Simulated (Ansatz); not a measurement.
# C (fcc type): the cost of one run

Computed with Ansatz 0.2.0 (DFT, PBE, PAW with Ansatz's default frozen-core files, scalar-relativistic, unless a step's input says otherwise).

## (1) Starting point

Symmetry: Fm-3m, No. 225, cubic system. Conventional cell: a = 2.962 Å, b = 2.962 Å, c = 2.962 Å, α = 90.00°, β = 90.00°, γ = 90.00°. C (site symmetry m-3m) has 12 C at 2.09 Å as nearest neighbours.

Structure file:

```
C
1.0
     0.00000    1.48125    1.48125
     1.48125    0.00000    1.48125
     1.48125    1.48125    0.00000
C
1
Direct
  0.00000 0.00000 0.00000
```

## (2) Cell relaxed at zero pressure, PAW

input.yaml reads:

```yaml
crystal:
  lattice:
    - [0.0, 1.4812480342, 1.4812480342]
    - [1.4812480342, 0.0, 1.4812480342]
    - [1.4812480342, 1.4812480342, 0.0]
  atoms:
    - { symbol: C, position: [0.0, 0.0, 0.0] }
kpoints:
  mp_grid: { grid: [23, 23, 23] }
scf:
  occupations: { method: fermi_dirac, width: 0.05 }
hamiltonian:
  xc: pbe
  pseudopotentials: { kind: paw }
output:
  forces: true
  stress: true
relax:
  f_tol: 0.005
  max_steps: 40
  cell: {}
```

Started as:

```bash
ansatz run input.yaml --threads 1 --pin off --max-ram 3584MiB --backend cpu --events-out ev --progress --plain --runs-dir out
```

**Question.** How long does this run take on 1 thread of Intel Xeon Platinum 8259CL at 2.50GHz (Skylake/Cascade Lake), shared host, and how much memory does it need?

About 15 s, with a peak of 0.35 GiB.
